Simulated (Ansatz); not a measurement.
# W (P-1) in Ansatz: band structure with PBEsol+U

Aim: the band structure of W with PBEsol+U.

Program: Ansatz 0.2.0. These are calculated values, not measurements. Logs are shortened: lines on timing, memory, paths and dates and some standing lists are left out, and cuts for length are marked.

**1. The cell of the first run**

The typed cell holds 1 atom: a = 2.735 Å, b = 2.681 Å, c = 2.768 Å, α = 110.11°, β = 108.51°, γ = 108.59°.

**2. Band structure, PBEsol+U, non-collinear spin, random start, spin-orbit coupling (cell strained at random at fixed volume)**

Input file input.yaml:

```yaml
crystal:
  lattice:
    - [-1.539993, 1.592825, 1.603911]
    - [1.522627, -1.56309, 1.556809]
    - [1.598475, 1.621572, -1.574175]
  atoms:
    - { symbol: W, position: [0.0, 0.0, 0.0], spin: 0.23, spin_axis: [0.176, -0.148, 0.003] }
hamiltonian:
  xc: pbesol
  pseudopotentials: { kind: paw_fr }
  hubbard: { sites: [{ species: W, l: d, u_eff: 2.0 }] }
magnetization:
  noncollinear: true
  spin_orbit: true
kpoints:
  mp_grid: { grid: [9, 9, 9] }
  band_path:
    path:
      - [[0.0, 0.0, 0.5], [0.0, 0.0, 0.0], [-0.5, 0.0, 0.0]]
      - [[-0.5, 0.0, 0.5], [0.0, 0.0, 0.0], [0.5, -0.5, 0.0]]
      - [[0.5, -0.5, 0.5], [0.0, 0.0, 0.0], [0.0, -0.5, 0.0]]
      - [[0.0, -0.5, 0.5], [0.0, 0.0, 0.0]]
    npoints: 14
scf:
  occupations: { method: fermi_dirac, width: 0.05 }
  n_extra_bands: 6
output:
  forces: true
  stress: true
  eigenvalues: true
  fatbands: true
```

Potentials or basis: Ansatz PAW.

On the command line:

```
$ ansatz run input.yaml --threads 2 --pin off --max-ram 5632MiB --backend cpu --events-out ev --progress --plain --runs-dir out
```

The program printed:

```text
Warning: output.stress: scf.convergence.dr2_threshold = 1e-7 eV (the SCF's general default) is looser than the 1e-10 eV advised for a printed stress (1e-10 eV for each atom of the cell: 1). What an SCF threshold leaves in a stress goes as its square root, and in the free energy as the threshold itself, and one threshold admits the most on a small cell: of the crystals measured, under no hybrid functional and no lock of the moments, on runs that ended without the residual-converged pass, on stresses that held no estimate of that error, the worst erred by over 100 MPa in a component at 1e-7 eV an atom and by under 5 at 1e-10. Set scf.convergence.dr2_threshold to 1e-10 eV or tighter. The threshold is an SCF's pass mark: one that does not reach it within its budget of iterations ends unconverged, or closes short of it on a stop that the run arms, and scf.convergence.dr2_threshold's page says what that costs each kind of run
Warning: RAYON_NUM_THREADS=2 ignored (pool sized by the plan → 2); use --threads N
W: projections on atomic orbitals take those of the free atom [Kr 4d10 4f14] 5s2 5p6 5d4 6s2, of charge +0.00 (hamiltonian.pseudopotentials.projection_atoms); the dataset's partial waves leave at most 1.4e-6 of an orbital's norm unspanned inside its sphere
scf.n_extra_bands = 6 over 14 filled bands (N_el = 14.0): the run solves 20 bands
Engine: ansatz 0.2.0, x86_64-unknown-linux-gnu
Pseudopotentials: kind: paw_fr
Pseudopotential: W, paw_fr, valence charge 14, recommended cutoff 420 eV (normal), W.paw.azcp#standard-fr
Functional definition: PBEsol
  exchange = pbesol_x
  correlation = pbesol_c
Crystal: 1 atoms, lattice volume = 15.848 Å³
Basis set: ecut = 420 eV, 321 PW (Γ), exchange–correlation on 40×36×40 points (8 copies of the dense FFT grid, shifted against one another)
Bands: 20, of which v1, the nominal top of the filled ones, is band 14 counted from 1 (13 counted from 0)
Symmetry: 2 space group operations
Magnetic group: BNS 2.4 (UNI 4), of the structure as read, at distance tolerance 2.5e-5 Å
k-points: 365 of 729
Projection manifold: j_resolved (fully-relativistic pseudo-atomic orbitals)
Non-local potential: W, projectors of the file, l = 0: 3, l = 1: 4, l = 2: 4, l = 3: 2
PAW form: soft (Blöchl's): semilocal exchange-correlation on the pseudo side does not see the compensation charge
PAW frozen core: W, regenerated for the run's functional, and the local potential with it (the file was generated under x = pbe(κ = 0.804, μ = 0.2195149727645171), c = pbe(β = 0.06672455060314922))
PAW one-centre angular grid: W, 590 points (default); XC on 64 Gauss nodes
Initial density: superposition of atomic densities (chi_scale 0.1, normalization cell)
Starting moments: Σ|m| = 0.23 μB on 1 of 1 site
Initial wavefunctions: pseudopotential atomic-orbital guess
Functional: x = pbesol(κ = 0.804, μ = 0.12345679012345678), c = pbesol(β = 0.046)
SCF iter   1: F=—  HF=-10278.338447 eV  |F-HF|=—  |Δ(HF+E_count)|=         —  Δρ=6.47e-2  dr2=5.43e-1  dr2_m=1.57e-2  ethr=3.10e-3  |M|=4.65e-2 ∫|m|=4.66e-2 μB  |m|>n=0.0e0 m-floor=0.0e0 τ_xc=2.9e-16 mc-row=0.0e0  β_m=0.30  ⟨swp⟩=6.2  Hψ=39225  notcnv=0
preconditioner: auto → none  [metal: Δε(μ)=0.004 eV  Ē_g=7.232 eV  σ=0.050 eV  W_gap=0.02  n_scr=0 (ndim 8)  ℏωp=22.8 eV  f_vac=0.000  D(μ)=0.45/eV (n_scr^D=0)]
SCF iter   2: F=—  HF=-10278.259705 eV  |F-HF|=—  |Δ(HF+E_count)|=   7.87e-2  Δρ=3.91e-2  dr2=1.55e-1  dr2_m=8.16e-3  ethr=3.10e-3  |M|=4.12e-2 ∫|m|=4.12e-2 μB  |m|>n=0.0e0 m-floor=0.0e0 τ_xc=1.0e-5 mc-row=0.0e0  β_m=0.30  ⟨swp⟩=2.1  Hψ=12355  notcnv=0  defer=415
SCF iter   3: F=—  HF=-10278.260289 eV  |F-HF|=—  |Δ(HF+E_count)|=   5.84e-4  Δρ=1.36e-2  dr2=9.55e-3  dr2_m=4.33e-3  ethr=1.10e-3  |M|=3.42e-2 ∫|m|=3.43e-2 μB  |m|>n=0.0e0 m-floor=0.0e0 τ_xc=1.3e-5 mc-row=0.0e0  β_m=0.30  ⟨swp⟩=3.0  Hψ=13007  notcnv=0  defer=415
SCF iter   4: F=—  HF=-10278.286526 eV  |F-HF|=—  |Δ(HF+E_count)|=   2.62e-2  Δρ=6.25e-3  dr2=4.60e-4  dr2_m=2.42e-3  ethr=6.82e-5  |M|=2.72e-2 ∫|m|=2.73e-2 μB  |m|>n=0.0e0 m-floor=0.0e0 τ_xc=1.3e-5 mc-row=0.0e0  β_m=0.30  ⟨swp⟩=2.7  Hψ=14758  notcnv=0  defer=406
SCF iter   5: F=—  HF=-10278.300542 eV  |F-HF|=—  |Δ(HF+E_count)|=   1.40e-2  Δρ=4.69e-3  dr2=6.92e-5  dr2_m=1.36e-3  ethr=3.28e-6  |M|=2.17e-2 ∫|m|=2.17e-2 μB  |m|>n=0.0e0 m-floor=0.0e0 τ_xc=1.1e-5 mc-row=0.0e0  β_m=0.30  ⟨swp⟩=2.6  Hψ=11632  notcnv=0  defer=405
SCF iter   6: F=—  HF=-10278.308197 eV  |F-HF|=—  |Δ(HF+E_count)|=   7.66e-3  Δρ=3.54e-3  dr2=8.04e-5  dr2_m=7.74e-4  ethr=4.95e-7  |M|=1.73e-2 ∫|m|=1.73e-2 μB  |m|>n=0.0e0 m-floor=0.0e0 τ_xc=9.1e-6 mc-row=0.0e0  β_m=0.30  ⟨swp⟩=2.1  Hψ=12262  notcnv=0  defer=400
SCF iter   7: F=—  HF=-10278.312293 eV  |F-HF|=—  |Δ(HF+E_count)|=   4.10e-3  Δρ=2.68e-3  dr2=3.23e-5  dr2_m=4.44e-4  ethr=4.95e-7  |M|=1.37e-2 ∫|m|=1.38e-2 μB  |m|>n=0.0e0 m-floor=0.0e0 τ_xc=7.2e-6 mc-row=0.0e0  β_m=0.30  ⟨swp⟩=2.1  Hψ=11988  notcnv=0  defer=400
Mixer restart at iter 7: flushing history
spin-set hold released at iteration 7 (site moments contracting): the magnetisation degrees of freedom join the quasi-Newton model from the next iteration; the mixer history was flushed
SCF iter   8: F=—  HF=-10278.314551 eV  |F-HF|=—  |Δ(HF+E_count)|=   2.26e-3  Δρ=2.04e-3  dr2=2.54e-5  dr2_m=2.57e-4  ethr=2.31e-7  |M|=1.10e-2 ∫|m|=1.10e-2 μB  |m|>n=0.0e0 m-floor=0.0e0 τ_xc=5.5e-6 mc-row=0.0e0  β_m=0.65  ⟨swp⟩=1.9  Hψ=8523  notcnv=0  defer=400
SCF iter   9: F=—  HF=-10278.317332 eV  |F-HF|=—  |Δ(HF+E_count)|=   2.78e-3  Δρ=2.02e-4  dr2=1.08e-6  dr2_m=2.60e-6  ethr=1.82e-7  |M|=1.74e-3 ∫|m|=1.83e-3 μB  |m|>n=0.0e0 m-floor=0.0e0 τ_xc=5.4e-7 mc-row=0.0e0  β_m=0.82  ⟨swp⟩=2.5  Hψ=12538  notcnv=0  defer=400
SCF iter  10: F=—  HF=-10278.317352 eV  |F-HF|=—  |Δ(HF+E_count)|=   1.97e-5  Δρ=6.21e-5  dr2=5.89e-8  dr2_m=2.57e-7  ethr=7.14e-10  |M|=5.50e-4 ∫|m|=6.23e-4 μB  |m|>n=0.0e0 m-floor=0.0e0 τ_xc=8.0e-8 mc-row=0.0e0  β_m=0.91  ⟨swp⟩=6.6  Hψ=36654  notcnv=0
SCF iter  11: F=—  HF=-10278.317353 eV  |F-HF|=—  |Δ(HF+E_count)|=   1.34e-6  Δρ=1.63e-5  dr2=3.72e-8  dr2_m=1.29e-8  ethr=4.20e-10  |M|=1.09e-4 ∫|m|=1.63e-4 μB  |m|>n=0.0e0 m-floor=0.0e0 τ_xc=5.5e-9 mc-row=0.0e0  β_m=0.95  ⟨swp⟩=5.8  Hψ=31176  notcnv=0
SCF iter  12: F=—  HF=-10278.317353 eV  |F-HF|=—  |Δ(HF+E_count)|=   3.67e-8  Δρ=9.93e-6  dr2=1.63e-8  dr2_m=2.06e-9  ethr=2.66e-10  |M|=3.92e-5 ∫|m|=6.68e-5 μB  |m|>n=0.0e0 m-floor=0.0e0 τ_xc=8.9e-10 mc-row=0.0e0  β_m=0.88  ⟨swp⟩=4.1  Hψ=21336  notcnv=0
SCF iter  13: F=—  HF=-10278.317353 eV  |F-HF|=—  |Δ(HF+E_count)|=  5.88e-10  Δρ=1.71e-6  dr2=8.11e-11  dr2_m=2.31e-10  ethr=1.17e-10  |M|=9.55e-6 ∫|m|=2.31e-5 μB  |m|>n=0.0e0 m-floor=0.0e0 τ_xc=9.5e-11 mc-row=0.0e0  β_m=0.94  ⟨swp⟩=3.7  Hψ=19645  notcnv=0
SCF iter  14: F=-10278.317353 eV  HF=-10278.317353 eV  |F-HF|=0.00e0  |Δ(HF+E_count)|=   1.10e-9  Δρ=2.90e-7  dr2=1.03e-11  dr2_m=3.62e-12  ethr=1.00e-12  |M|=5.61e-7 ∫|m|=2.95e-6 μB  |m|>n=0.0e0 m-floor=0.0e0 τ_xc=3.0e-13 mc-row=0.0e0  ⟨swp⟩=2.9  Hψ=15113  notcnv=0
WARN: the starting moments were not kept: the SCF closed with an absolute magnetisation of 2.9e-6 μB, where they sum to 0.23 μB in size (1 site). That is at most 0.1 of that sum. Measured as dr2_m measures the in/out step, that magnetisation stands 2.3e-12 eV from none, at or under the dr2_threshold of 1.0e-7 eV: it is no larger than a step whose dr2_m would equal this threshold. The system may hold no moment; this SCF shows only that its start led to no more than that. To try another start: raise the starting moments (crystal.atoms[].spin, magnetization.per_species, magnetization.initial_magnetization, or on a non-collinear deck that types none of these the spinor_matrix: blocks that start its atoms; where the total moment is fixed, keep their sum and leave initial_magnetization as it is; typed ones take the place of any that the run laid by itself, positive ones on a crystal's lanthanoids without a Hubbard term where scf.initial_density.shell_occupations: [] is typed) or, if the notice of its spin-set hold's release reads "site moments contracting" or "site moments show no strong build", lengthen the hold (scf.mixing.spin_hold: { on: { confirm: 4 } }; for m-r²SCAN on two components see the key's manual first). Each may lead to a state that holds a moment. A second SCF, from the converged charge density, with the starting moments and any scf.initial_density.shell_occupations laid on it anew, would have followed, and was not run: the deck does not ask for one (magnetization.retry_lost_moments is false, the default). To let it run, set magnetization.retry_lost_moments: true and run the deck again, where that key's refused combinations let it; where memory then withholds it, that run's warning says so.
SCF 1 converged in 14 iterations: F = -10278.317353 eV  dr2 = 1.03e-11
NSCF: frozen V_eff on 102 k-points
SCF converged after 14 iterations
Magnetization: |M| = 0.0000 μB,  M = (+0.0000, -0.0000, +0.0000) μB
Absolute magnetization: 0.0000 μB (∫|m|, with the PAW one-centre terms)
  site 0: m = (+0.0000, -0.0000, +0.0000) μB, |m| = 0.0000 μB  (R = 1.11 Å)
Free energy (F): -10278.317353 eV
Harris-Foulkes:  -10278.317353 eV  (|F-HF|=0.00e0)
Internal energy: -10278.312265 eV  (E = F + TS)
E sigma→0 (E₀):  -10278.314809 eV
Entropy (-TS):   -0.005088 eV (-5.088 meV/atom)
Fermi energy:    22.547582 eV
--- Per-component energies (eV) ---
  E_band       = -86.404231
  E_kinetic    = 450.252511
  E_local      = -601.388923  (includes V_loc(G=0)·N_el)
  E_nonlocal   = -1.598775
  E_hartree    = 215.551274
  E_xc         = -264.959563
  E_vxc        = -238.572472  (∫ρ·V_xc dr)
  E_hubbard    = 2.398284  (on-site DFT+U / exact-exchange correction)
  E_vhub       = -0.202985  (the Hubbard potential's part of the band-sum identity)
  E_paw        = -8456.359033  (= ΣΔE_a)
  E_vpaw       = -125.996080  (= ΣTr[D̂ρ^β])
  E_aug_tail   = -0.000063  (compensation charges beyond the density's cutoff)
  E_ewald      = -1622.434600
  E_core_change = 0.226623  (= ΣΔE_core)
  E_smearing   = -0.005088  (= −TS)
  E_closure    = 0.000000  (closes the sum)
  Σ components = -10278.317353   (vs F -10278.317353, Δ=0.00e0)
--- Hubbard shell moments (per corrected site; Tr N, ν in electrons; μ in μ_B) ---
  shell 0: Tr N=4.9996  μ_S=(+0.0000, -0.0000, +0.0000)  μ_L=(-0.0000, +0.0000, +0.0000)  μ=(-0.0000, -0.0000, +0.0000)  ν=0.1668 along (+0.399, -0.805, +0.440)
--- Forces (eV/Å), atoms counted from 1 ---
  atom   1  W      0.00000000     0.00000000     0.00000000
  max |Σ_I F_I| component: 0.00e0 eV/Å
--- Stress (GPa, compression-positive) ---
        3.505216      -5.407704       2.293008
       -5.407704      -4.845620      -2.935797
        2.293008      -2.935797      -0.494370
  P = ⅓ Tr σ = -0.6116 GPa (-6.116 kbar)
--- Band table (eV; the first three rows and the last of 365) ---
  k-point 0: bands = ["-51.4265", "-51.4265", "-22.4506", "-22.4506", "-12.3912", "-12.3912", "-12.2979", "-12.2979", "12.8346", "12.8346", "20.5211", "20.5211", "20.9464", "20.9464", "21.7489", "21.7489", "24.7792", "24.7792", "25.2499", "25.2499"]
  k-point 1: bands = ["-51.4127", "-51.4127", "-22.4898", "-22.4898", "-12.5230", "-12.5230", "-12.3290", "-12.3290", "13.3933", "13.3933", "20.3112", "20.3112", "20.8166", "20.8166", "22.1341", "22.1341", "24.6037", "24.6037", "25.1621", "25.1621"]
  k-point 2: bands = ["-51.3777", "-51.3777", "-22.5895", "-22.5895", "-12.8518", "-12.8518", "-12.3958", "-12.3958", "14.7778", "14.7778", "19.7209", "19.7209", "20.3675", "20.3675", "23.5639", "23.5639", "24.4861", "24.4861", "25.3499", "25.3499"]
  k-point 364: bands = ["-51.3174", "-51.3174", "-22.7536", "-22.7536", "-13.2745", "-13.2745", "-12.6041", "-12.6041", "17.1369", "17.1369", "19.0977", "19.0977", "19.5352", "19.5352", "24.8469", "24.8469", "25.5305", "25.5305", "28.0669", "28.0669"]
Occupation matrices written to <dir>
```

Wall time 3.6 min (2 threads of Intel Xeon at 2.50GHz (Skylake/Cascade Lake), shared host); peak memory 0.66 GiB.

What came out:

| Property | Result |
| --- | --- |
| Free energy | -10278.3174 eV |
| Pressure | -0.6 GPa |
| Band gap on the k mesh | none (metal or under the smearing width) |

Levels at the corners of the path, in eV from the Fermi level:
```
point  band 10  band 11  band 12  band 13  band 14  band 15  band 16  band 17  band 18  band 19
    X    -6.43    -3.91    -3.91     0.20     0.20     2.36     2.36     3.59     3.59     5.83
    Γ    -9.71    -2.03    -2.03    -1.60    -1.60    -0.80    -0.80     2.23     2.23     2.70
    Y    -6.42    -3.69    -3.69     0.25     0.25     2.04     2.04     3.31     3.31     5.88
    L    -6.38    -4.06    -4.06     0.53     0.53     2.52     2.52     3.50     3.50     6.02
    Γ    -9.71    -2.03    -2.03    -1.60    -1.60    -0.80    -0.80     2.23     2.23     2.70
    Z    -6.35    -3.67    -3.67     0.80     0.80     1.82     1.82     3.01     3.01     6.26
    N    -5.78    -5.74    -5.74     4.40     4.40     4.87     4.87     5.78     5.78     6.30
    Γ    -9.71    -2.03    -2.03    -1.60    -1.60    -0.80    -0.80     2.23     2.23     2.70
    M    -6.36    -3.97    -3.97     0.72     0.72     2.33     2.33     3.30     3.30     6.11
    R    -6.37    -3.55    -3.55     0.55     0.55     1.77     1.77     2.99     2.99     6.08
    Γ    -9.71    -2.03    -2.03    -1.60    -1.60    -0.80    -0.80     2.23     2.23     2.70
```

Caveat: moments are unreliable in this version under spin-orbit coupling with a hybrid or U, so they aren't listed; the magnetic or orbital state may not be the lowest; the PAW data sets come from PBE, with cores solved anew for the run's functional, which leaves a small shift of forces and pressure; the U is typed as a test and isn't derived for this compound; the starting moments weren't kept; the thresholds are loose for stress.
